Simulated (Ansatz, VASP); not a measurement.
# As: VASP beside Ansatz

The input INCAR:

```
SYSTEM = As
ALGO     = Normal         ! electronic algorithm
EDIFF    = 1E-6           ! SCF threshold, eV
EDIFFG   = -0.04          ! ionic threshold
ENCUT    = 600            ! plane-wave cutoff, eV
GGA      = PE             ! functional
IBRION   = 2              ! ionic algorithm
ISIF     = 3              ! what is computed and relaxed
ISMEAR   = 0              ! smearing method
LASPH    = .TRUE.         ! aspherical terms in the spheres
LCHARG   = .FALSE.        ! write CHGCAR
LREAL    = .FALSE.        ! projectors in reciprocal space
LWAVE    = .FALSE.        ! write WAVECAR
NELM     = 80             ! most SCF steps
NSW      = 90             ! ionic steps
PREC     = Accurate       ! precision mode
SIGMA    = 0.1            ! smearing width, eV
```

Contents of KPOINTS:

```
k-points
0
G
  6 6 6
  0 0 0
```

Contents of POSCAR:

```
As
1.0
   -2.6272428800      2.6272428800      2.6272428800
    2.6272428800     -2.6272428800      2.6272428800
    2.6272428800      2.6272428800     -2.6272428800
As
3
Direct
    0.0000000000      0.5000000000      0.5000000000
    0.5000000000      0.0000000000      0.5000000000
    0.5000000000      0.5000000000      0.0000000000
```

Input for Ansatz:

```yaml
crystal:
  lattice:
    - [-2.62724288, 2.62724288, 2.62724288]
    - [2.62724288, -2.62724288, 2.62724288]
    - [2.62724288, 2.62724288, -2.62724288]
  atoms:
    - { symbol: As, position: [0.0, 0.5, 0.5] }
    - { symbol: As, position: [0.5, 0.0, 0.5] }
    - { symbol: As, position: [0.5, 0.5, 0.0] }
basis:
  ecutwfc: 420
kpoints:
  mp_grid: { grid: [6, 6, 6] }
hamiltonian:
  xc: pbe
scf:
  occupations: { method: gaussian, width: 0.1 }
  lower_state_search: "off"
output:
  forces: true
  stress: true
  eigenvalues: true
relax:
  adjacent_minimum: "off"
  f_tol: 0.04
  max_steps: 70
  cell: { stress_tol: 0.4 }
```

Alike in both runs: task relaxation of cell and atoms; functional PBE; k mesh 6 × 6 × 6; occupations gaussian, width 0.1 eV; no spin polarisation.

|  | VASP | Ansatz |
| --- | --- | --- |
| version | VASP 6.6.1 | Ansatz 0.2.0 |
| potentials or method | VASP PAW PBE potentials, release 64 (As) | scalar-relativistic, plane waves, PAW |
| plane-wave cutoff (eV) | 600 | 420 |
| valence electrons in the cell | 15 | 45 |

```tsv
	VASP	Ansatz	Ansatz less VASP
gap on the k mesh at the Fermi level, each at its own relaxed structure (eV)	none	none	-
relaxed volume (Å³/atom)	23.40	23.35	-0.045
relaxed cell length with the largest relative difference (Å)	4.501	4.498	-0.0029
energy change over the relaxation (meV/atom)	-5	-5	-0.7
```

A gap of «none» marks a metal or a gap that the smearing closes. The two sets of potentials don't hold the same shells in valence.
